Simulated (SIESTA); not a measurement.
HfC under changes of volume

One of the cells (12.568 Å³/atom); the others are scaled copies at fixed shape and fractional positions:

```
Hf C
1.0
     0.00000    2.32500    2.32500
     2.32500    0.00000    2.32500
     2.32500    2.32500    0.00000
Hf C
1 1
Direct
  0.50000 0.50000 0.50000
  0.00000 0.00000 0.00000
```

```yaml
Program: SIESTA 5.4.2
Functional: PW91
Potentials_or_basis: PseudoDojo 0.4 standard (PBE files, fully relativistic)
Basis: DZP (energy shift 0.002 Ry)
Grid_cutoff: 800 Ry
Energy_shift: 0.002 Ry
k_mesh: 8 × 8 × 8
Occupations: fermi-dirac, width 0.05 eV
Spin: non-collinear spin, zero start, spin-orbit coupling
Starting_moments: "[[0.0, 0.0, 0.0], [0.0, 0.0, 0.0]] μB"
```

```csv
volume (Å³/atom),energy over the lowest point (meV/atom),pressure (GPa)
11.814,37.11,16.6
12.065,15.99,10.5
12.317,?,?
12.568,0.00,0.0
12.819,3.62,-4.5
13.071,13.98,-8.6
13.322,30.57,-12.5
```

Task: What does the run at 12.317 Å³/atom give?

Result: Energy over the lowest point 3.86 meV/atom; pressure 5.1 GPa.

Worked out: A Birch-Murnaghan fit of order 3 (a polynomial in V^(-2/3)) to the other rows has its minimum at 12.57 Å³/atom with B0 = V·E''(V) = 238 GPa and B' = 3.8. It gives 3.87 meV/atom at 12.317 Å³/atom, against the run's 3.86, and -dE/dV = 5.0 GPa, against 5.1.

Energies are extrapolated to zero smearing.

Caveats: semicore shells carry a single zeta, which can move pressures by several GPa and volumes by a few percent; the potentials were made for another functional, which shifts forces and pressure; the basis of atomic orbitals isn't converged, which shifts pressures, moduli and gaps.
